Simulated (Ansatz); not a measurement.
Input of an Ansatz 0.2.0 run:

File input.yaml:

```yaml
crystal:
  lattice:
    - [2.7836650458, 0.0, 0.0]
    - [-1.3918325229, 2.4107246453, 0.0]
    - [0.0, 0.0, 4.628893]
  atoms:
    - { symbol: Pd, position: [0.3333333333, 0.6666666667, 0.25] }
    - { symbol: Pd, position: [0.6666666667, 0.3333333333, 0.75] }
hamiltonian:
  xc: pbe
  pseudopotentials: { kind: paw }
kpoints:
  mp_grid: { grid: [11, 11, 6] }
scf:
  occupations: { method: gaussian, width: 0.021 }
output:
  forces: true
  stress: true
  eigenvalues: true
  write_density: true
  write_potential: true
  elf: true
  volumetric_format: npy
```

Potentials or basis: Ansatz PAW.

Command:

```sh
$ ansatz run input.yaml --threads 2 --pin off --max-ram 5632MiB --backend cpu --events-out ev --progress --plain --runs-dir out
```

Q: What does it give for the band gap on the k mesh?

A: None (metal or under the smearing width).

Q: Estimate the pressure.

A: -1.6 GPa.

Stress tensor (GPa, compression positive):
```
-1.76  0.00  0.00
 0.00 -1.76  0.00
 0.00  0.00 -1.19
```
